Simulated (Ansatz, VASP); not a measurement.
## One calculation of I, two programs

INCAR

```
PREC = Accurate
ENCUT = 520
EDIFF = 1E-7
ISMEAR = -1
SIGMA = 0.05
LREAL = F
LASPH = T
NELM = 100
ALGO = Normal
ISIF = 2
LWAVE = F
LCHARG = F
GGA = PE
NBANDS = 10
```

Contents of KPOINTS:

```
regular mesh
0
Gamma
  7 7 11
```

File POSCAR:

```
I
1.0
    2.5881307199     -3.7793223132      0.0000000000
    2.5881307199      3.7793223132      0.0000000000
   -1.6526647673      0.0000000000      2.4277978451
I
1
Direct
    0.5000000000      0.5000000000      0.5000000000
```

input.yaml

```yaml
crystal:
  lattice:
    - [2.5881307199, -3.7793223132, 0.0]
    - [2.5881307199, 3.7793223132, 0.0]
    - [-1.6526647673, 0.0, 2.4277978451]
  atoms:
    - { symbol: I, position: [0.5, 0.5, 0.5] }
hamiltonian:
  xc: pbe
  pseudopotentials: { kind: paw }
kpoints:
  mp_grid: { grid: [7, 7, 11] }
scf:
  occupations: { method: fermi_dirac, width: 0.05 }
output:
  forces: true
  stress: true
  eigenvalues: true
```

Change from the starting cell: volume scaled by 1.06.

Alike in both runs: task single point; functional PBE; k mesh 7 × 7 × 11; occupations fermi-dirac, width 0.05 eV; no spin polarisation.

```csv
,VASP,Ansatz
version,VASP 6.6.1,Ansatz 0.2.0
potentials or method,"VASP PAW PBE potentials, release 64 (I)",Ansatz PAW
plane-wave cutoff (eV),520,420
valence electrons in the cell,7,17
```

|  | VASP | Ansatz | Ansatz less VASP |
| --- | --- | --- | --- |
| gap on the k mesh at the Fermi level (eV) | none | none | - |
| pressure (GPa) | -0.1 | -0.1 | +0.06 |
| largest component of the traceless stress (GPa) | 0.68 | 0.61 | -0.063 |

A gap of «none» marks a metal or a gap that the smearing closes. The two sets of potentials don't hold the same shells in valence.

Caveats: an odd number of electrons without spin polarisation forces a metal; a magnetic or distorted state may lie lower. The runs have no spin-orbit coupling, so splittings on I are missing.
